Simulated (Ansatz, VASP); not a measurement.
**Hf in VASP and in Ansatz**

The input INCAR:

```
SYSTEM = Hf
PREC = Accurate
ENCUT = 520
EDIFF = 1E-6
ISMEAR = -1
SIGMA = 0.05
LREAL = .False.
LASPH = .True.
NELM = 80
ALGO = Fast
ISIF = 2
LWAVE = .False.
LCHARG = .True.
GGA = CA
LELF = .True.
LVHAR = .True.
NBANDS = 22
```

Contents of KPOINTS:

```
regular mesh
0
Gamma
  6 6 9
  0 0 0
```

POSCAR

```
Hf
1.0
    5.0276308424      0.0000000000      0.0000000000
   -2.5138154212      4.3540560303      0.0000000000
    0.0000000000      0.0000000000      3.1268452265
Hf
3
Direct
    0.0000000000      0.0000000000      0.0000000000
    0.3333333333      0.6666666667      0.5000000000
    0.6666666667      0.3333333333      0.5000000000
```

The input input.yaml:

```yaml
crystal:
  lattice:
    - [5.0276308424, 0.0, 0.0]
    - [-2.5138154212, 4.3540560303, 0.0]
    - [0.0, 0.0, 3.1268452265]
  atoms:
    - { symbol: Hf, position: [0.0, 0.0, 0.0] }
    - { symbol: Hf, position: [0.3333333333, 0.6666666667, 0.5] }
    - { symbol: Hf, position: [0.6666666667, 0.3333333333, 0.5] }
kpoints:
  mp_grid: { grid: [6, 6, 9] }
scf:
  occupations: { method: fermi_dirac, width: 0.05 }
hamiltonian:
  xc: lda
  pseudopotentials: { kind: all_electron, lapw: { basis_error: 0.002 } }
output:
  forces: true
  stress: true
  eigenvalues: true
```

Change from the starting cell: volume scaled by 1.04.

Alike in both runs: task single point; functional LDA; k mesh 6 × 6 × 9; occupations fermi-dirac, width 0.05 eV; no spin polarisation.

|  | VASP | Ansatz |
| --- | --- | --- |
| version | VASP 6.6.1 | Ansatz 0.2.0 |
| potentials or method | VASP PAW LDA potentials, release 64 (Hf_pv) | all-electron LAPW, scalar-relativistic |
| plane-wave cutoff (eV) | 520 | see its input |

Ansatz gave:

| Property | Result |
| --- | --- |
| gap on the k mesh at the Fermi level (eV) | none |
| pressure (GPa) | -10.2 |
| largest component of the traceless stress (GPa) | 0.56 |

What did VASP give for the same quantities?

gap on the k mesh at the Fermi level (eV): none; pressure (GPa): -10.2; largest component of the traceless stress (GPa): 0.67.

A gap of «none» marks a metal or a gap that the smearing closes. Ansatz ran all-electron here, so the differences hold the error of VASP's frozen core and of both bases.

Spin-orbit coupling is left out, which matters for the levels of Hf.
